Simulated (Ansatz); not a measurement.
## AlN: zone-centre modes at 25 GPa

Theory: Ansatz 0.2.0, DFT PBEsol, scalar-relativistic, plane waves, PAW. Cutoff 420 eV, 10×10×10 k-points (Γ-centred), fixed occupations. No spin polarisation. Phonons by linear response, acoustic sum rule imposed.

The cell, relaxed at 25 GPa:
```
CELL_PARAMETERS angstrom
0.00000 2.11536 2.11536
2.11536 0.00000 2.11536
2.11536 2.11536 0.00000
ATOMIC_POSITIONS crystal
Al 0.00000 0.00000 0.00000
N 0.75000 0.75000 0.75000
```

Other phases may be more stable at this pressure.

Question: Is this structure stable against zone-centre distortions?

Answer: Yes, at Γ: no optical mode is imaginary. Strains and other wave vectors aren't tested by this run.

Question: List the optical modes at Γ without the LO field (i marks imaginary ones).

Answer:
| frequency (cm⁻¹) | degeneracy | IR intensity of the level ((D/Å)²/amu) |
| --- | --- | --- |
| 748 | 3 | 48.23 |

This zinc-blende form isn't the usual stable structure of the compound at low pressure.

Cost: 1 run of about 0.46 core-minutes, on Arm Neoverse V1 (shared hosts).